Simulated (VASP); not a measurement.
# NaI (Fm-3m) in VASP: further runs

One crystal, NaI, is run at these levels: PBE; tasks: relaxation of the atoms.

All numbers are computed with VASP 6.6.1; they aren't measurements. Logs are shortened: lines on timing, memory, paths and dates and some standing lists are left out, and cuts for length are marked.

## Step 1: Starting point

The structure is cubic, space group Fm-3m (No. 225). The conventional cell has a = 6.510 Å, b = 6.510 Å, c = 6.510 Å, α = 90.00°, β = 90.00°, γ = 90.00°. Around Na (site symmetry m-3m) lie 6 I at 3.26 Å. I (site symmetry m-3m) has 6 Na at 3.26 Å as nearest neighbours.

## Step 2: Relaxation of the atoms, PBE

Contents of INCAR:

```
SYSTEM = NaI
PREC     = Accurate       ! precision mode
ENCUT    = 300            ! plane-wave cutoff, eV
EDIFF    = 1E-7           ! SCF threshold, eV
ISMEAR   = 0              ! smearing method
SIGMA    = 0.03           ! smearing width, eV
LREAL    = .FALSE.        ! projectors in reciprocal space
LASPH    = .TRUE.         ! aspherical terms in the spheres
NELM     = 80             ! most SCF steps
ALGO     = Normal         ! electronic algorithm
ISIF     = 2              ! what is computed and relaxed
LWAVE    = .FALSE.        ! write WAVECAR
LCHARG   = .FALSE.        ! write CHGCAR
GGA      = PE             ! functional
IBRION   = 2              ! ionic algorithm
NSW      = 40             ! ionic steps
EDIFFG   = -0.01          ! ionic threshold
```

Contents of KPOINTS:

```
Automatic mesh
0
G
  4 4 4
  0 0 0
```

Contents of POSCAR:

```
NaI                                     
1.0
    0.0000000000      3.2550232621      3.2550232621
    3.2550232621      0.0000000000      3.2550232621
    3.2550232621      3.2550232621      0.0000000000
  Na              I             
     1     1
Direct
     0.0000000000000000    0.0000000000000000    0.0000000000000000
     0.5000000000000000    0.5000000000000000    0.5000000000000000
```

Potentials or basis: VASP PAW PBE potentials, release 64 (Na, I).

Run with:

```bash
> cat potpaw_PBE.64/Na/POTCAR potpaw_PBE.64/I/POTCAR > POTCAR
> mpirun -np 1 vasp_std > vasp.out
```

OUTCAR:

```text
SYSTEM = NaI
   PREC = Accurate
   ENCUT = 300
   EDIFF = 1E-7
   ISMEAR = 0
   LREAL = .FALSE.
   LASPH = .TRUE.
   NELM = 80
   ISIF = 2
   GGA = PE
   IBRION = 2
   NSW = 40
   EDIFFG = -0.01

 ion  position               nearest neighbor table
   1  0.000  0.000  0.000-   2 3.26   2 3.26   2 3.26   2 3.26   2 3.26   2 3.26
   2  0.500  0.500  0.500-   1 3.26   1 3.26   1 3.26   1 3.26   1 3.26   1 3.26

  LATTYP: Found a face centered cubic cell.
 ALAT       =     6.5100465242

  Lattice vectors:

 A1 = (   0.0000000000,   3.2550232621,   3.2550232621)
 A2 = (   3.2550232621,   0.0000000000,   3.2550232621)
 A3 = (   3.2550232621,   3.2550232621,   0.0000000000)

Analysis of symmetry for initial positions (statically):
=====================================================================
 Subroutine PRICEL returns:
 Original cell was already a primitive cell.

 Routine SETGRP: Setting up the symmetry group for a
 face centered cubic supercell.

 Subroutine GETGRP returns: Found 48 space group operations
 (whereof 48 operations were pure point group operations)
 out of a pool of 48 trial point group operations.

The static configuration has the point symmetry O_h .

Analysis of symmetry for dynamics (positions and initial velocities):
=====================================================================
 Subroutine PRICEL returns:
 Original cell was already a primitive cell.

 Routine SETGRP: Setting up the symmetry group for a
 face centered cubic supercell.

 Subroutine GETGRP returns: Found 48 space group operations
 (whereof 48 operations were pure point group operations)
 out of a pool of 48 trial point group operations.

The dynamic configuration has the point symmetry O_h .

 Subroutine INISYM returns: Found 48 space group operations
 (whereof 48 operations are pure point group operations),
 and found     1 'primitive' translations

----------------------------------------------------------------------------------------

                                     Primitive cell

  volume of cell :      68.9751

  direct lattice vectors                    reciprocal lattice vectors
     0.000000000  3.255023262  3.255023262    -0.153608733  0.153608733  0.153608733
     3.255023262  0.000000000  3.255023262     0.153608733 -0.153608733  0.153608733
[... 73 lines left out ...]
   NFREE  =      1    steps in history (QN), initial steepest desc. (CG)
   ISIF   =      2    stress and relaxation
   ISYM   =      2    0-nonsym 1-usesym 2-fastsym
   POTIM  = 0.5000    time-step for ionic-motion
   TEBEG  =    0.0;   TEEND  =   0.0 temperature during run
   PSTRESS=    0.0 pullay stress
   NELECT =       8.0000    total number of electrons
   NUPDOWN=      -1.0000    fix difference up-down
   EMIN   =  10.00;   EMAX   =-10.00  energy-range for DOS
   EFERMI =   0.00;   METHOD = LEGACY
   ISMEAR =     0;   SIGMA  =   0.03  broadening in eV -4-tet -1-fermi 0-gaus
   EFERMI_NEDOS =   21; number of points for ismear=-14 and -15
   IALGO  =     38    algorithm
   IMIX   =      4    mixing-type and parameters
     AMIX     =   0.40;   BMIX     =  1.00
     AMIX_MAG =   1.60;   BMIX_MAG =  1.00
  volume/ion in A,a.u.               =      34.49       232.73
  Fermi-wavevector in a.u.,A,eV,Ry     =   0.798376  1.508712  8.672408  0.637404
  Thomas-Fermi vector in A             =   1.905275
   LORBIT       =      0    0 simple, 1 ext, 2 COOP (PROOUT), +10 PAW based schemes
   GGA     = PE    functional components
   LHFCALC =     F    Hartree Fock is set to
   AEXX    =    0.0000 exact exchange contribution
   IVDW    =     0    specifies the selected vdW correction
   LEPSILON=     F    determine dielectric tensor
   LRPA    =     F    only Hartree local field effects (RPA)
 conjugate gradient relaxation of ions
 non-spin polarized calculation
 Gauss-broadening in eV      SIGMA  =   0.03
  energy-cutoff  :      300.00
  volume of cell :       68.98
 maximum number of plane-waves:       869
 NGX is ok and might be reduce to    28
   NGX = 13   NGY = 13   NGZ = 13

 number of electron       8.0000003 magnetization

 Free energy of the ion-electron system (eV)
  ---------------------------------------------------
  ext. energy  EPLUGINS =         0.00000000
  ---------------------------------------------------
  free energy    TOTEN  =        -5.39798239 eV

  energy without entropy =       -5.39798239  energy(sigma->0) =       -5.39798239

 E-fermi :   0.9777     XC(G=0):  -7.5029

 val. band max:        0.8270163915   @ k =   0.0000   0.0000   0.0000
 cond. band min:       4.4124363050   @ k =   0.0000   0.0000   0.0000
 fundamental gap:      3.5854199136
 Fermi energy:         0.9776602544

 k-point     1 :       0.0000    0.0000    0.0000
  band No.  band energies     occupation
      1     -10.1437      2.00000
      2       0.8270      2.00000
      3       0.8270      2.00000
      4       0.8270      2.00000
      5       4.4124      0.00000
      6       8.7535      0.00000
      7       8.7535      0.00000
      8       8.7535      0.00000
[... 67 lines left out ...]
 k-point     8 :      -0.2500    0.5000    0.2500
  band No.  band energies     occupation
      1      -9.7669      2.00000
      2      -0.5436      2.00000
      3      -0.5436      2.00000
      4      -0.0753      2.00000
      5       6.5928      0.00000
      6       8.2837      0.00000
      7       8.2837      0.00000
      8       8.6635      0.00000

------------------------ aborting loop because EDIFF is reached ----------------------------------------

  FORCE on cell =-STRESS in cart. coord.  units (eV):
  Direction    XX          YY          ZZ          XY          YZ          ZX
  --------------------------------------------------------------------------------------
  -------------------------------------------------------------------------------------
  Total       -0.0003018     -0.0003018     -0.0003018     -0.0000000     -0.0000000     -0.0000000
  in kB       -0.0070114     -0.0070114     -0.0070114     -0.0000000     -0.0000000     -0.0000000
  external PRESSURE =      -0.0070114 kB  Pullay stress =       0.0000000 kB

 VOLUME and BASIS-vectors are now :
 -----------------------------------------------------------------------------
  energy-cutoff  :      300.00
  volume of cell :       68.98
      direct lattice vectors                 reciprocal lattice vectors
     0.000000000  3.255023262  3.255023262    -0.153608733  0.153608733  0.153608733
     3.255023262  0.000000000  3.255023262     0.153608733 -0.153608733  0.153608733
     3.255023262  3.255023262  0.000000000     0.153608733  0.153608733 -0.153608733

 POSITION                                       TOTAL-FORCE (eV/Angst)
 -----------------------------------------------------------------------------------
      0.00000      0.00000      0.00000         0.000000      0.000000      0.000000
      3.25502      3.25502      3.25502        -0.000000     -0.000000     -0.000000
 -----------------------------------------------------------------------------------
    total drift:                                0.000000      0.000000      0.000000

  FREE ENERGIE OF THE ION-ELECTRON SYSTEM (eV)
  ---------------------------------------------------
  free  energy   TOTEN  =        -5.3979823912 eV

  energy  without entropy=       -5.3979823912  energy(sigma->0) =       -5.39798239

 reached required accuracy - stopping structural energy minimisation
```

Wall time 3.2 s (1 thread of Intel Xeon Platinum 8488C (Sapphire Rapids), shared host); peak memory 0.14 GiB.

Results:

| Property | Result |
| --- | --- |
| Free energy | -5.3980 eV |
| Pressure after relaxing | 0.0 GPa |
| Band gap on the k mesh | 3.59 eV, direct |

Final structure:
```cif
data_structure
_symmetry_space_group_name_H-M 'P 1'
_symmetry_Int_Tables_number 1
_cell_length_a 4.6033
_cell_length_b 4.6033
_cell_length_c 4.6033
_cell_angle_alpha 60.000
_cell_angle_beta 60.000
_cell_angle_gamma 60.000
_cell_volume 68.98
loop_
_atom_site_label
_atom_site_type_symbol
_atom_site_fract_x
_atom_site_fract_y
_atom_site_fract_z
_atom_site_occupancy
Na1 Na 0.00000 0.00000 0.00000 1
I1 I 0.50000 0.50000 0.50000 1
```

Caveat: the relaxation stopped at its first step, so nothing moved; spin-orbit coupling is left out, which moves the levels of the heavy elements.

## Step 3: Relaxation of the atoms, PBE (a relaxed cell with its volume scaled by 1.02)

INCAR is that of step 2.

KPOINTS is that of step 2.

Contents of POSCAR:

```
NaI                                     
1.0
    0.0000000000      3.2765803358      3.2765803358
    3.2765803358      0.0000000000      3.2765803358
    3.2765803358      3.2765803358      0.0000000000
  Na              I             
     1     1
Direct
     0.0000000000000000    0.0000000000000000    0.0000000000000000
     0.5000000000000000    0.5000000000000000    0.5000000000000000
```

Potentials or basis: VASP PAW PBE potentials, release 64 (Na, I).

Run with:

```bash
> cat potpaw_PBE.64/Na/POTCAR potpaw_PBE.64/I/POTCAR > POTCAR
> mpirun -np 1 vasp_std > vasp.out
```

Run time: 3.5 s. Hardware: 1 thread of Intel Xeon Platinum 8488C (Sapphire Rapids), shared host; peak memory 0.14 GiB.

Results (log left out):

| Quantity | Value |
| --- | --- |
| Free energy | -5.3968 eV |
| Pressure after relaxing | -0.3 GPa |
| Band gap on the k mesh | 3.54 eV, direct |

Final structure:
```yaml
crystal:
  lattice:
    - [0.00000, 3.27658, 3.27658]
    - [3.27658, 0.00000, 3.27658]
    - [3.27658, 3.27658, 0.00000]
  atoms:
    - { symbol: Na, position: [0.00000, 0.00000, 0.00000] }
    - { symbol: I, position: [0.50000, 0.50000, 0.50000] }
```

Levels at points of the mesh, in eV from the valence-band top:
```tsv
k point	band 2	band 3	band 4	band 5	band 6	band 7
(0.00, 0.00, 0.00)	0.00	0.00	0.00	3.54	7.92	7.92
(0.50, 0.00, 0.00)	-2.05	-0.26	-0.26	5.08	7.39	7.39
(0.50, 0.50, 0.00)	-1.80	-0.70	-0.70	4.45	5.62	9.62
```

Caveat: the relaxation stopped at its first step, so nothing moved; spin-orbit coupling is left out, which moves the levels of the heavy elements.
